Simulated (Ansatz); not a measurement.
# Fe (omega type): a single-point run

The task is a single-point run on Fe (omega type). The structure is shown as the input types it.

Program: Ansatz 0.2.0. Level of theory: DFT, PBE, all-electron LAPW, scalar-relativistic. These are calculated values, not measurements.

## (1) The system as given

Symmetry: P6/mmm, No. 191, hexagonal system. Conventional cell: a = 3.568 Å, b = 3.568 Å, c = 2.212 Å, α = 90.00°, β = 90.00°, γ = 120.00°. Fe (site symmetry 6/mmm) is surrounded by 14 Fe at 2.21 to 2.34 Å. Around Fe (site symmetry -6m2) lie 11 Fe at 2.06 to 2.34 Å.

Coordinates:

```cif
data_structure
_symmetry_space_group_name_H-M 'P6/mmm'
_symmetry_Int_Tables_number 191
_cell_length_a 3.5675
_cell_length_b 3.5675
_cell_length_c 2.2125
_cell_angle_alpha 90.000
_cell_angle_beta 90.000
_cell_angle_gamma 120.000
_cell_volume 24.39
loop_
_atom_site_label
_atom_site_type_symbol
_atom_site_symmetry_multiplicity
_atom_site_Wyckoff_symbol
_atom_site_fract_x
_atom_site_fract_y
_atom_site_fract_z
_atom_site_occupancy
Fe1 Fe 1 a 0.00000 0.00000 0.00000 1
Fe2 Fe 2 d 0.33333 0.66667 0.50000 1
```

## (2) Running it

Input file input.yaml:

```yaml
crystal:
  lattice:
    - [3.5675046532, 0.0, 0.0]
    - [-1.7837523266, 3.0895496578, 0.0]
    - [0.0, 0.0, 2.2124852119]
  atoms:
    - { symbol: Fe, position: [0.0, 0.0, 0.0], spin: 2.5 }
    - { symbol: Fe, position: [0.3333333333, 0.6666666667, 0.5], spin: 2.5 }
    - { symbol: Fe, position: [0.6666666667, 0.3333333333, 0.5], spin: 2.5 }
magnetization:
  spin_polarized: true
kpoints:
  mp_grid: { grid: [9, 9, 12] }
scf:
  occupations: { method: gaussian, width: 5.0 }
  max_iter: 60
hamiltonian:
  xc: pbe
  pseudopotentials: { kind: all_electron, lapw: { basis_error: 0.001 } }
output:
  forces: true
  stress: true
  eigenvalues: true
  populations: true
```

Run with:

```console
> ansatz run input.yaml --threads 2 --pin off --max-ram 6144MiB --backend cpu --events-out ev --progress --plain --runs-dir out
```

**Question.** How will this run end, and is anything wrong with its input?

This run ends as converged, with warnings (seeded moment not kept). It gives a pressure of 230 GPa, which is large; a structure far from rest gives such values too, whatever the setting.

The suspect setting: scf.occupations.method is gaussian; scf.occupations.width is 5.0. A smearing this wide moves electrons out of filled levels into empty ones.

The test: set scf.occupations.method to fermi_dirac and scf.occupations.width to 0.08.
